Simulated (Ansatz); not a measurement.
**Relaxing an invented Ge structure**

These are results of DFT PBE, scalar-relativistic, plane waves, PAW (Ansatz 0.2.0), not measurements. Cutoff 420 eV, Gaussian smearing, Γ-centred meshes. Cell and atoms relax first on a coarse mesh and then on a finer one. In between, the cell is made exact in the group found at 0.06 Å. In metals the finer mesh still leaves noise of several meV/atom or more. The steps can't lower the symmetry of their start. No spin polarisation.

Recipe of this trial structure of Ge: random cell by space group and Wyckoff sites (F-43m, No. 216). The dimensions are guesses.

```
Ge
1.0
     0.00000    3.87210    3.87210
     3.87210    0.00000    3.87210
     3.87210    3.87210    0.00000
Ge
8
Direct
  0.38025 0.61975 0.61975
  0.61975 0.38025 0.38025
  0.61975 0.38025 0.61975
  0.38025 0.61975 0.38025
  0.61975 0.61975 0.38025
  0.38025 0.38025 0.61975
  0.75000 0.75000 0.75000
  0.00000 0.00000 0.00000
```

Energies count from the standard state of Ge at the same level.

Question: Where does the relaxation end?

Answer: The symmetry stays F-43m (No. 216). The volume per atom grows by 64.4 %, from 14.5 to 23.9 Å³. The shortest distance goes from 1.31 Å (Ge–Ge) to 2.64 Å (Ge–Ge). The energy falls by about 48.1 eV/atom (the start's value is from the coarse mesh). The end is written in a standard setting, so origin, axes and order of atoms can differ from the start's. Conventional cell: a = 9.139 Å. Ge on a site of symmetry 2mm is surrounded by 5 Ge at 2.64–2.72 Å and 2 Ge at 3.25 Å; Ge on a site of symmetry -43m has 12 Ge at 3.25 Å and 4 Ge at 3.96 Å; Ge on a second site of symmetry -43m has 6 Ge at 2.64 Å and 4 Ge at 3.96 Å.

```yaml
crystal:
  lattice:
    - [0.00000, 4.56972, 4.56972]
    - [4.56972, 0.00000, 4.56972]
    - [4.56972, 4.56972, 0.00000]
  atoms:
    - { symbol: Ge, position: [0.28926, 0.71074, 0.71074] }
    - { symbol: Ge, position: [0.71074, 0.28926, 0.28926] }
    - { symbol: Ge, position: [0.28926, 0.71074, 0.28926] }
    - { symbol: Ge, position: [0.71074, 0.28926, 0.71074] }
    - { symbol: Ge, position: [0.28926, 0.28926, 0.71074] }
    - { symbol: Ge, position: [0.71074, 0.71074, 0.28926] }
    - { symbol: Ge, position: [0.75000, 0.75000, 0.75000] }
    - { symbol: Ge, position: [0.00000, 0.00000, 0.00000] }
```

Question: Give its energy and gap.

Answer:

- Energy over the standard state: +0.45 eV/atom
- Gap on the 8×8×8 mesh of the 8-atom cell: 0 eV (a metal)

So it is a metastable form at best.

The last run used Gaussian smearing of 0.10 eV. Symmetry constrained the relaxation, so the result can be a saddle point. Another cell of Ge relaxed alike, in Pm-3m, lies 210 meV/atom lower, so this cell isn't the stable form at this level.
